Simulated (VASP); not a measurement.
# AlN (P6_3mc) in VASP: a series of runs

The runs below take AlN through dielectric tensor, with PBE.

All numbers are computed with VASP 6.6.1; they aren't measurements. Logs are shortened: lines on timing, memory, paths and dates and some standing lists are left out, and cuts for length are marked.

**1. The crystal as given**

It takes space group P6_3mc (No. 186, hexagonal). The conventional cell has a = 3.113 Å, b = 3.113 Å, c = 4.981 Å, α = 90.00°, β = 90.00°, γ = 120.00°. Al (site symmetry 3m) is surrounded by 4 N at 1.89 Å. N (site symmetry 3m) has 4 Al at 1.89 Å as nearest neighbours.

**2. Dielectric tensor, PBE**

Contents of INCAR:

```
  PREC = Accurate
  ENCUT = 520
  EDIFF = 1E-8
  ISMEAR = 0
  SIGMA = 0.01
  LREAL = False
  LASPH = True
  NELM = 100
  ALGO = Normal
  ISIF = 2
  LWAVE = False
  LCHARG = False
  GGA = PE
  LEPSILON = True
```

Contents of KPOINTS:

```
Automatic mesh
0
Gamma
  4 4 2
```

Contents of POSCAR:

```
AlN
1.0
    3.1130000000      0.0000000000      0.0000000000
   -1.5565000000      2.6959370820      0.0000000000
    0.0000000000      0.0000000000      4.9810000000
Al N
2 2
Direct
    0.6666666667      0.3333333333      0.5000000000
    0.3333333333      0.6666666667      0.0000000000
    0.6666666667      0.3333333333      0.8800000000
    0.3333333333      0.6666666667      0.3800000000
```

Potentials or basis: VASP PAW PBE potentials, release 64 (Al, N).

The run is started by

```sh
$ cat potpaw_PBE.64/Al/POTCAR potpaw_PBE.64/N/POTCAR > POTCAR
$ mpirun -np 1 vasp_std > vasp.out
```

OUTCAR:

```text
PREC = Accurate
   ENCUT = 520
   EDIFF = 1E-8
   ISMEAR = 0
   LREAL = False
   LASPH = True
   NELM = 100
   ISIF = 2
   GGA = PE
   LEPSILON = True

 Found      8 irreducible k-points:

 Following reciprocal coordinates:
            Coordinates               Weight
  0.000000  0.000000  0.000000      1.000000
  0.250000  0.000000  0.000000      6.000000
  0.500000  0.000000  0.000000      3.000000
  0.250000  0.250000  0.000000      6.000000
  0.000000  0.000000  0.500000      1.000000
  0.250000  0.000000  0.500000      6.000000
   k-points           NKPTS =      8   k-points in BZ     NKDIM =      8   number of bands    NBANDS=     12
   number of dos      NEDOS =    301   number of ions     NIONS =      4
   total plane-waves  NPLWV =  23040
   dimension x,y,z NGX =    24 NGY =   24 NGZ =   40
   dimension x,y,z NGXF=    48 NGYF=   48 NGZF=   80
   ions per type =               2   2
   NGX,Y,Z   is equivalent  to a cutoff of  12.82, 12.82, 13.35 a.u.
   NGXF,Y,Z  is equivalent  to a cutoff of  25.63, 25.63, 26.70 a.u.
 SYSTEM =  unknown system
   PREC   = accura    normal or accurate (medium, high low for compatibility)
   ISTART =      0    job   : 0-new  1-cont  2-samecut
   ICHARG =      2    charge: 1-file 2-atom 10-const
   ISPIN  =      1    spin polarized calculation?
   LNONCOLLINEAR =      F non collinear calculations
   LSORBIT =      F    spin-orbit coupling
   LASPH  =      T    aspherical Exc in radial PAW
   ENCUT  =  520.0 eV  38.22 Ry    6.18 a.u.   5.79  5.79  9.26*2*pi/ulx,y,z
   NELM   =    100;   NELMIN=  2; NELMDL= -5     # of ELM steps
   EDIFF  = 0.1E-07   stopping-criterion for ELM
   LREAL  =      F    real-space projection
   EDIFFG = 0.1E-06   stopping-criterion for IOM
   NSW    =      0    number of steps for IOM
   IBRION =     -1    ionic relax: 0-MD 1-quasi-New 2-CG
   NFREE  =      0    steps in history (QN), initial steepest desc. (CG)
   ISIF   =      2    stress and relaxation
   ISYM   =      2    0-nonsym 1-usesym 2-fastsym
   POTIM  = 0.5000    time-step for ionic-motion
   TEBEG  =    0.0;   TEEND  =   0.0 temperature during run
   PSTRESS=    0.0 pullay stress
   NELECT =      16.0000    total number of electrons
   NUPDOWN=      -1.0000    fix difference up-down
   EMIN   =  10.00;   EMAX   =-10.00  energy-range for DOS
   EFERMI =   0.00;   METHOD = LEGACY
   ISMEAR =     0;   SIGMA  =   0.01  broadening in eV -4-tet -1-fermi 0-gaus
   EFERMI_NEDOS =   21; number of points for ismear=-14 and -15
   IALGO  =     38    algorithm
   IMIX   =      4    mixing-type and parameters
     AMIX     =   0.40;   BMIX     =  1.00
     AMIX_MAG =   1.60;   BMIX_MAG =  1.00
  volume/ion in A,a.u.               =      10.45        70.52
  Fermi-wavevector in a.u.,A,eV,Ry     =   1.188629  2.246183 19.222843  1.412839
  Thomas-Fermi vector in A             =   2.324754
   LORBIT       =      0    0 simple, 1 ext, 2 COOP (PROOUT), +10 PAW based schemes
   GGA     = PE    functional components
   LHFCALC =     F    Hartree Fock is set to
   AEXX    =    0.0000 exact exchange contribution
   IVDW    =     0    specifies the selected vdW correction
   LEPSILON=     T    determine dielectric tensor
   LRPA    =     F    only Hartree local field effects (RPA)
 non-spin polarized calculation
 Gauss-broadening in eV      SIGMA  =   0.01
  energy-cutoff  :      520.00
  volume of cell :       41.80
 maximum number of plane-waves:      1140
 NGX is ok and might be reduce to    24
   NGX = 11   NGY = 11   NGZ = 19

--------------------------------------- Ionic step        1  -------------------------------------------

 number of electron      15.9999997 magnetization

 E-fermi :   6.1810     XC(G=0): -10.9038

 val. band max:        6.1338200442   @ k =   0.0000   0.0000   0.0000
 cond. band min:      10.3533730510   @ k =   0.0000   0.0000   0.0000
 fundamental gap:      4.2195530067
 Fermi energy:         6.1810394378

 k-point     1 :       0.0000    0.0000    0.0000
  band No.  band energies     occupation
      1      -9.0275      2.00000
      2      -6.8766      2.00000
      3       0.1546      2.00000
      4       5.3024      2.00000
      5       5.3024      2.00000
      6       5.9554      2.00000
      7       5.9554      2.00000
      8       6.1338      2.00000
      9      10.3534      0.00000
     10      12.7904      0.00000
     11      16.7465      0.00000
     12      17.2886      0.00000

 k-point     2 :       0.2500    0.0000    0.0000
  band No.  band energies     occupation
      1      -8.2799      2.00000
      2      -6.5094      2.00000
      3       1.0666      2.00000
      4       2.7070      2.00000
      5       3.7019      2.00000
      6       4.5932      2.00000
      7       5.6969      2.00000
      8       5.7528      2.00000
      9      12.3401      0.00000
     10      13.7465      0.00000
     11      14.2214      0.00000
     12      16.1758      0.00000

 k-point     3 :       0.5000    0.0000    0.0000
  band No.  band energies     occupation
      1      -7.0640      2.00000
      2      -6.3677      2.00000
      3       0.7112      2.00000
      4       1.9992      2.00000
      5       2.8000      2.00000
      6       4.0725      2.00000
      7       4.3635      2.00000
      8       5.4765      2.00000
      9      11.9455      0.00000
     10      11.9509      0.00000
     11      14.3319      0.00000
     12      16.4356      0.00000

 k-point     4 :       0.2500    0.2500    0.0000
  band No.  band energies     occupation
      1      -7.1593      2.00000
      2      -6.2866      2.00000
      3       1.5534      2.00000
      4       2.0774      2.00000
      5       2.6131      2.00000
      6       3.3059      2.00000
      7       4.3677      2.00000
      8       4.7028      2.00000
      9      11.8629      0.00000
     10      13.9878      0.00000
     11      15.0730      0.00000
     12      15.9385      0.00000

 k-point     5 :       0.0000    0.0000    0.5000
  band No.  band energies     occupation
      1      -8.1385      2.00000
      2      -8.1385      2.00000
      3       2.8152      2.00000
      4       2.8152      2.00000
      5       5.6194      2.00000
      6       5.6194      2.00000
      7       5.6194      2.00000
      8       5.6194      2.00000
      9      12.5992      0.00000
     10      12.5992      0.00000
     11      16.4678      0.00000
     12      16.4678      0.00000

 k-point     6 :       0.2500    0.0000    0.5000
  band No.  band energies     occupation
      1      -7.5097      2.00000
      2      -7.5097      2.00000
      3       2.1306      2.00000
      4       2.1306      2.00000
      5       4.5540      2.00000
      6       4.5540      2.00000
      7       5.1233      2.00000
      8       5.1233      2.00000
      9      12.6694      0.00000
     10      12.6694      0.00000
     11      15.6414      0.00000
     12      15.6414      0.00000

 [... further k-points ...]

  FORCE on cell =-STRESS in cart. coord.  units (eV):
  Direction    XX          YY          ZZ          XY          YZ          ZX
  --------------------------------------------------------------------------------------
  -------------------------------------------------------------------------------------
  Total        0.7729886      0.7729886      1.1123356      0.0000000      0.0000000      0.0000000
  in kB       29.6263558     29.6263558     42.6325214      0.0000000      0.0000000      0.0000000
  external PRESSURE =      33.9617443 kB  Pullay stress =       0.0000000 kB

 VOLUME and BASIS-vectors are now :
 -----------------------------------------------------------------------------
  energy-cutoff  :      520.00
  volume of cell :       41.80
      direct lattice vectors                 reciprocal lattice vectors
     3.113000000  0.000000000  0.000000000     0.321233537  0.185464269  0.000000000
    -1.556500000  2.695937082  0.000000000     0.000000000  0.370928538  0.000000000
     0.000000000  0.000000000  4.981000000     0.000000000  0.000000000  0.200762899

 POSITION                                       TOTAL-FORCE (eV/Angst)
 -----------------------------------------------------------------------------------
      1.55650      0.89865      2.49050        -0.000000      0.000000     -0.146355
     -0.00000      1.79729      0.00000         0.000000     -0.000000     -0.146355
      1.55650      0.89865      4.38328        -0.000000     -0.000000      0.146355
     -0.00000      1.79729      1.89278         0.000000     -0.000000      0.146355
 -----------------------------------------------------------------------------------
    total drift:                               -0.000000     -0.000000      0.000402

  FREE ENERGIE OF THE ION-ELECTRON SYSTEM (eV)
  ---------------------------------------------------
  free  energy   TOTEN  =       -29.7394553119 eV

  energy  without entropy=      -29.7394553119  energy(sigma->0) =      -29.73945531

 HEAD OF MICROSCOPIC STATIC DIELECTRIC TENSOR (INDEPENDENT PARTICLE, excluding Hartree and local field effects)
 ------------------------------------------------------
           5.007550     0.000000     0.000000
           0.000000     5.007550     0.000000
           0.000000    -0.000000     4.845562
 ------------------------------------------------------

 Free energy of the ion-electron system (eV)
  ---------------------------------------------------
  ---------------------------------------------------
  free energy    TOTEN  =        -0.49231755 eV

  energy without entropy =       -0.49231755

------------------------ aborting loop because EDIFF is reached ----------------------------------------

--------------------------------------- Ionic step        2  -------------------------------------------

------------------------ aborting loop because EDIFF is reached ----------------------------------------

--------------------------------------- Ionic step        3  -------------------------------------------

 Free energy of the ion-electron system (eV)
  ---------------------------------------------------
  ---------------------------------------------------
  free energy    TOTEN  =        -0.47304306 eV

  energy without entropy =       -0.47304306

------------------------ aborting loop because EDIFF is reached ----------------------------------------

 PIEZOELECTRIC TENSOR FIELD DIRECTION 3  (e Angst)
 -----------------------------------------------------------------------------
     0.66277  0.00000 -0.00000           (  0.00401  0.00000 -0.00000)
     0.00000  0.66277 -0.00000           (  0.00000  0.00401 -0.00000)
    -0.00000  0.00000 -0.99909           ( -0.00000 -0.00000 -0.00236)

 PIEZOELECTRIC TENSOR FIELD DIRECTION 3  (C/m^2)
 -----------------------------------------------------------------------------
     0.25402  0.00000 -0.00000
     0.00000  0.25402 -0.00000
    -0.00000  0.00000 -0.38292

 MACROSCOPIC STATIC DIELECTRIC TENSOR (including local field effects in DFT)
 ------------------------------------------------------
           4.870465     0.000000     0.000000
           0.000000     4.870465     0.000000
           0.000000     0.000000     4.727720
 ------------------------------------------------------

 PIEZOELECTRIC TENSOR (including local field effects)  for field in x, y, z        (e  Angst)
          XX          YY          ZZ          XY          YZ          ZX
  --------------------------------------------------------------------------------
  x    -0.00000     0.00000     0.00000    -0.00000     0.00000     0.88698
  y     0.00000    -0.00000     0.00000    -0.00000     0.88698     0.00000
  z     0.66277     0.66277    -0.99909     0.00000     0.00000     0.00000

 PIEZOELECTRIC TENSOR (including local field effects)  for field in x, y, z        (C/m^2)
          XX          YY          ZZ          XY          YZ          ZX
  --------------------------------------------------------------------------------
  x    -0.00000     0.00000     0.00000    -0.00000     0.00000     0.33995
  y     0.00000    -0.00000     0.00000    -0.00000     0.33995     0.00000
  z     0.25402     0.25402    -0.38292     0.00000     0.00000     0.00000

 BORN EFFECTIVE CHARGES (including local field effects) (in |e|, cummulative output)
 ---------------------------------------------------------------------------------
 ion    1
    1     2.57724     0.00000     0.00000
    2     0.00000     2.57724     0.00000
    3    -0.00000     0.00000     2.66044
 ion    2
    1     2.57724    -0.00000     0.00000
    2     0.00000     2.57724     0.00000
    3     0.00000     0.00000     2.66044
 ion    3
    1    -2.57724     0.00000     0.00000
    2     0.00000    -2.57724     0.00000
    3     0.00000    -0.00000    -2.66044
 ion    4
    1    -2.57724    -0.00000     0.00000
    2     0.00000    -2.57724     0.00000
    3    -0.00000     0.00000    -2.66044
```

Run time: 73 s. Hardware: 1 thread of Intel Xeon Platinum 8488C (Sapphire Rapids), shared host; peak memory 0.16 GiB.

These settings aren't checked as converged: the numbers below hold their error.

What came out:

| Item | Value |
| --- | --- |
| Band gap on the k mesh | 4.22 eV, direct |
| Electronic dielectric tensor (diagonal) | 4.87, 4.87, 4.73 |
| Born charges (mean of the diagonal) | Al +2.60; N -2.60 e |

Caveat: the k mesh is coarse (spacing up to 0.63 Å⁻¹), so the values aren't converged.

(Continued in part 2 of 2.)
